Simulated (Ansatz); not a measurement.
Input of an Ansatz 0.2.0 run:

input.yaml

```yaml
crystal:
  lattice:
    - [4.5054489476, 0.0, 0.0]
    - [-2.2527244738, 3.9018332442, 0.0]
    - [0.0, 0.0, 5.9927568208]
  atoms:
    - { symbol: Te, position: [0.731, 0.731, 0.5] }
    - { symbol: Te, position: [0.0, 0.269, 0.8333333333] }
    - { symbol: Te, position: [0.269, 0.0, 0.1666666667] }
hamiltonian:
  xc: hf
  pseudopotentials: { kind: paw, xc_functional: lda, accuracy: standard }
kpoints:
  mp_grid: { grid: [4, 4, 3] }
scf:
  occupations: { method: gaussian, width: 0.025 }
  n_extra_bands: 12
output:
  eigenvalues: true
  optics: { e_range: [0, 14], sigma: 0.1 }
  write_density: true
  write_potential: true
  elf: true
  volumetric_format: npy
```

Potentials or basis: JTH PAW LDA.

Launch:

```console
$ ansatz run input.yaml --threads 2 --pin off --max-ram 5120MiB --backend cpu --events-out ev --progress --plain --runs-dir out
```

Question: Predict the band gap on the k mesh.

Answer: 6.11 eV, indirect (least direct gap 6.35 eV).

Caveat: this version of the program is known to err on some quantities of such runs, which are left out of the summary and shouldn't be taken from the log; odd divisions of the mesh miss points on the zone boundary, where band edges often lie, so the gap on the mesh can be too wide; spin-orbit coupling is left out, which moves the levels of the heavy elements. A k mesh can miss the band edges.
